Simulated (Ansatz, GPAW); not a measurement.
This is a calculation of V for GPAW 26.7.0 (ASE script). Atoms were shifted at random by some hundredths of an Å from the given cell, which wasn't relaxed again for these runs. This isn't the form of V at room conditions, which is bcc.

Contents of run.py:

```python
from ase import Atoms
from ase.dft.bandgap import bandgap
from ase.io import write
from ase.units import GPa
from gpaw import GPAW, PW, setup_paths

setup_paths.insert(0, '.')

atoms = Atoms(['V', 'V'],
              cell=[[2.6042941027, 0.0, 0.0],
                    [-1.3021470513, 2.2553848518, 0.0],
                    [0.0, 0.0, 4.723336]],
              scaled_positions=[[0.33739, 0.668062, 0.248282],
                                [0.664085, 0.335285, 0.742318]],
              pbc=True)
atoms.set_initial_magnetic_moments([2.0, 2.0])

calc = GPAW(mode=PW(600),
            xc='PBEsol',
            kpts={'size': (12, 12, 6), 'gamma': True},
            occupations={'name': 'fermi-dirac', 'width': 0.05},
            nbands=26,
            convergence={'density': 1e-05, 'energy': 1e-05},
            maxiter=150,
            txt='gpaw.txt')
atoms.calc = calc
energy = atoms.get_potential_energy()
forces = atoms.get_forces()
stress = atoms.get_stress()
calc.write('gs.gpw')
write('result.traj', atoms)
print(f'Energy: {energy:.6f} eV')
print('Forces (eV/A):')
print(forces.round(4))
print('Stress (GPa):', (stress / GPa).round(3))
print('Moments:', calc.get_magnetic_moments().round(3))
print('Fermi level:', round(calc.get_fermi_level(), 4), 'eV')
print(f'Gap: {bandgap(calc)[0]:.4f} eV, direct: {bandgap(calc, direct=True)[0]:.4f} eV')
```

Potentials or basis: PAW data sets generated in the run's folder for this functional, pw.

Command:

```bash
$ gpaw-setup -f PBEsol V
$ OMP_NUM_THREADS=1 python run.py
```

Question: Set up the same calculation for Ansatz 0.2.0. Potentials or basis there: all-electron LAPW, scalar-relativistic.

Answer: As run (cutoffs and basis follow the program's own potentials, and thresholds, step limits or extra output files can differ):

The input input.yaml:

```yaml
crystal:
  lattice:
    - [2.6042941027, 0.0, 0.0]
    - [-1.3021470513, 2.2553848518, 0.0]
    - [0.0, 0.0, 4.723336]
  atoms:
    - { symbol: V, position: [0.33739, 0.668062, 0.248282], spin: 2.0 }
    - { symbol: V, position: [0.664085, 0.335285, 0.742318], spin: 2.0 }
kpoints:
  mp_grid: { grid: [12, 12, 6] }
scf:
  occupations: { method: fermi_dirac, width: 0.05 }
hamiltonian:
  xc: pbesol
  pseudopotentials: { kind: all_electron, lapw: { basis_error: 0.001 } }
magnetization:
  spin_polarized: true
output:
  forces: true
  stress: true
  eigenvalues: true
  populations: true
```

Potentials or basis: all-electron LAPW, scalar-relativistic.

The run is started by

```sh
$ ansatz run input.yaml --threads 2 --pin off --max-ram 6144MiB --backend cpu --events-out ev --progress --plain --runs-dir out
```

Both were run:

|  | GPAW | Ansatz |
| --- | --- | --- |
| Pressure | -5.9 GPa | -7.2 GPa |
| Largest force | 0.258 eV/Å | 0.255 eV/Å |
| Net moment | 0.00 μB per cell | 0.00 μB per cell |

Where Ansatz's input types no cutoff or centring, it takes its own default and a Γ-centred mesh.

The magnetic state is the one that the start led to; the real crystal's order can differ.

Pressure is positive in compression.
